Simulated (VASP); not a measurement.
Crystal: HfSiO4.

```
Hf Si O
1.0
    -3.27944    3.27944    2.97940
     3.27944   -3.27944    2.97940
     3.27944    3.27944   -2.97940
Hf Si O
2 2 8
Direct
  0.00000 0.00000 0.00000
  0.75000 0.25000 0.50000
  0.25000 0.75000 0.50000
  0.50000 0.50000 0.00000
  0.13213 0.31745 0.81468
  0.06745 0.75277 0.68532
  0.06745 0.38213 0.31468
  0.50277 0.31745 0.18532
  0.68255 0.49723 0.81468
  0.61787 0.93255 0.68532
  0.24723 0.93255 0.31468
  0.68255 0.86787 0.18532
```

The cell is a database's computed one.

Program: VASP 6.6.1. Alike in all runs: task band structure; potentials or basis VASP PAW PBE potentials, release 64 (Hf_pv, Si, O); no spin polarisation; cell as given; k mesh 6 × 6 × 6; cutoff (eV) 520; smearing gaussian 0.02 eV.

Order these runs on this cell by their band gap on the k mesh, lowest first.
A. level PBEsol
B. level r2SCAN
C. level TB-mBJ

A (5.40 eV), B (6.08 eV), C (7.21 eV).

Caveats: spin-orbit coupling is left out, which moves the levels of the heavy elements.

A k mesh can miss the band edges.

Not every run made on this cell is shown here.
